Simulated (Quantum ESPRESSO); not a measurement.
## TePb under changes of volume

One of the cells (32.055 Å³/atom); the others are scaled copies at fixed shape and fractional positions:

```
Pb Te
1.0
     4.00229    0.00000    0.00000
     0.00000    4.00229    0.00000
     0.00000    0.00000    4.00229
Pb Te
1 1
Direct
  0.00000 0.00000 0.00000
  0.50000 0.50000 0.50000
```

Measurements of this composition are mostly on another form, of space group No. 225.

* Program: Quantum ESPRESSO 7.5
* Functional: rev-vdW-DF2
* Potentials or basis: PseudoDojo 0.4.1 SR PBE standard
* Cutoff: 1088 eV
* Density cutoff: 4354 eV
* k mesh: 7 × 7 × 7
* Occupations: fermi-dirac, width 0.05 eV
* Spin: no spin polarisation

```csv
volume (Å³/atom),energy over the lowest point (meV/atom),pressure (GPa)
30.132,?,?
30.773,2.31,1.0
31.414,0.00,0.1
32.055,1.24,-0.8
32.696,5.69,-1.6
33.337,13.06,-2.2
33.978,23.04,-2.9
```

Problem. What does the run at 30.132 Å³/atom give?

Solution. Energy over the lowest point 8.51 meV/atom; pressure 2.0 GPa.

Worked out: A Birch-Murnaghan fit of order 3 (a polynomial in V^(-2/3)) to the other rows has its minimum at 31.50 Å³/atom with B0 = V·E''(V) = 43 GPa and B' = 4.0. It gives 8.56 meV/atom at 30.132 Å³/atom, against the run's 8.51, and -dE/dV = 2.1 GPa, against 2.0.

Energies are extrapolated to zero smearing.

Caveats: the potentials were made for another functional, which shifts forces and pressure.
